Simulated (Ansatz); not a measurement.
**Notes on Al2ZnO4**

```xyz
14
Lattice="0.0000 4.0142 4.0142 4.0142 0.0000 4.0142 4.0142 4.0142 0.0000" Properties=species:S:1:pos:R:3 pbc="T T T"
Zn    1.0035    1.0035    1.0035
Zn    7.0248    7.0248    7.0248
Al    4.0142    4.0142    4.0142
Al    4.0142    2.0071    2.0071
Al    2.0071    2.0071    4.0142
Al    2.0071    4.0142    2.0071
O     2.1203    2.1203    2.1203
O     5.9080    4.1274    4.1274
O     3.9010    3.9010    2.1203
O     4.1274    5.9080    4.1274
O     2.1203    3.9010    3.9010
O     5.9080    5.9080    5.9080
O     3.9010    2.1203    3.9010
O     4.1274    4.1274    5.9080
```

Single point in Ansatz 0.2.0 with r2SCAN, no spin polarisation. Cutoff 500 eV, PAW datasets, 6×6×6 Γ-centred k mesh, cold filling (width 0.052 eV).

(1) Is the cell too large or too small?

(2) Give the Bader charges.

(3) Describe some of the short contacts.

(4) What is the formation energy?

(5) Is there a gap, and of what kind?

Origin: a database entry at a rescaled volume.

## Answers

(1) The pressure is 4.2 GPa (compression positive), so with the atoms held at these fractions the cell would first expand.

(2) Bader charges in e: Al +2.59, Zn +1.34, O -1.63. In the mean Al gives up most and O takes most.

(3) Zn–O at 1.93 Å: least valence density 0.63 e/Å³ and ELF 0.19 there. Al–O at 1.90 Å is left out, since its least density falls inside a PAW sphere. Both are smooth PAW fields, read partly inside the augmentation spheres.

(4) -2.89 eV an atom against the elements' usual phases (free molecules for gases, crystals otherwise, with no correction for O₂ or N₂), so it is bound against them; other compounds may still compete. Relaxing would lower it.

(5) The gap is 4.91 eV, direct at the points sampled.
